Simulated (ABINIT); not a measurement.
The system is Re.

```
Re
1.0
     2.76080    0.00000    0.00000
    -1.38040    2.39092    0.00000
     0.00000    0.00000    4.45820
Re
2
Cartesian
  1.3804 0.7970 3.3436
  0.0000 1.5939 1.1145
```

- Program: ABINIT 10.8.3 (patched build)
- Task: single point
- Functional: PBE
- Potentials or basis: JTH PAW PBE v2.0
- Cutoff: 599 eV
- k mesh: 11 × 11 × 6
- Occupations: fermi-dirac, width 0.05 eV
- Spin: no spin polarisation

On this cell: pressure 5.5 GPa; largest force under 0.003 eV/Å; band gap on the k mesh none (metal or under the smearing width).

The same run follows on a disturbed copy (atoms moved at random, drawn with an rms of 0.05 Å):

```xyz
2
Lattice="2.7608 0.0000 0.0000 -1.3804 2.3909 0.0000 0.0000 0.0000 4.4582" Properties=species:S:1:pos:R:3 pbc="T T T"
Re    1.4005    0.7550    3.4064
Re   -0.0082    1.5914    1.0882
```

Q: What does the disturbed cell give?

A: The energy (extrapolated to zero smearing) moves by +11.9 meV/atom; pressure 6.9 GPa; largest force 0.568 eV/Å; band gap on the k mesh none (metal or under the smearing width).

Forces on the atoms (eV/Å):
```
Re  -0.157  0.214 -0.503
Re   0.157 -0.214  0.503
```

Stress tensor (GPa, compression positive):
```
 5.51  0.74  0.61
 0.74  7.44 -0.89
 0.61 -0.89  7.90
```
